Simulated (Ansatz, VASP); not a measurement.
## S: VASP beside Ansatz

The input INCAR:

```
SYSTEM = S
PREC     = Accurate       ! precision mode
ENCUT    = 520            ! plane-wave cutoff, eV
EDIFF    = 1E-7           ! SCF threshold, eV
ISMEAR   = -1             ! smearing method
SIGMA    = 0.08           ! smearing width, eV
LREAL    = .False.        ! projectors in reciprocal space
LASPH    = .True.         ! aspherical terms in the spheres
NELM     = 100            ! most SCF steps
ALGO     = Normal         ! electronic algorithm
ISIF     = 2              ! what is computed and relaxed
LWAVE    = .False.        ! write WAVECAR
LCHARG   = .False.        ! write CHGCAR
GGA      = PS             ! functional
NBANDS   = 9              ! bands
```

KPOINTS

```
Automatic mesh
0
Gamma
  18 18 18
  0 0 0
```

File POSCAR:

```
S
1.0
    0.0000000000      1.6013915777      1.6013915777
    1.6013915777      0.0000000000      1.6013915777
    1.6013915777      1.6013915777      0.0000000000
S
1
Direct
    0.0000000000      0.0000000000      0.0000000000
```

Input for Ansatz:

```yaml
crystal:
  lattice:
    - [0.0, 1.6013915777, 1.6013915777]
    - [1.6013915777, 0.0, 1.6013915777]
    - [1.6013915777, 1.6013915777, 0.0]
  atoms:
    - { symbol: S, position: [0.0, 0.0, 0.0] }
kpoints:
  mp_grid: { grid: [18, 18, 18] }
scf:
  occupations: { method: fermi_dirac, width: 0.08 }
hamiltonian:
  xc: pbesol
  pseudopotentials: { kind: all_electron, lapw: { basis_error: 0.001 } }
output:
  forces: true
  stress: true
  eigenvalues: true
  populations: true
```

Change from the starting cell: volume scaled by 0.55, LAPW.

Alike in both runs: task single point; functional PBEsol; k mesh 18 × 18 × 18; occupations fermi-dirac, width 0.08 eV; no spin polarisation.

|  | VASP | Ansatz |
| --- | --- | --- |
| version | VASP 6.6.1 | Ansatz 0.2.0 |
| potentials or method | VASP PAW PBE potentials, release 64 (S) | all-electron LAPW, scalar-relativistic |
| plane-wave cutoff (eV) | 520 | see its input |

VASP gave:

| Item | Value |
| --- | --- |
| pressure (GPa) | 184.7 |

Q: What did Ansatz give for the same quantities?

A: Pressure (GPa): 185.8.

Ansatz ran all-electron here, so the differences hold the error of VASP's frozen core and of both bases.

Caveats: the cell as given lies far from equilibrium; so large a pressure means that the cell lies far from this level's equilibrium, or that cutoff or potentials fall short (VASP); the potentials were made for another functional, which shifts forces and pressure (VASP).
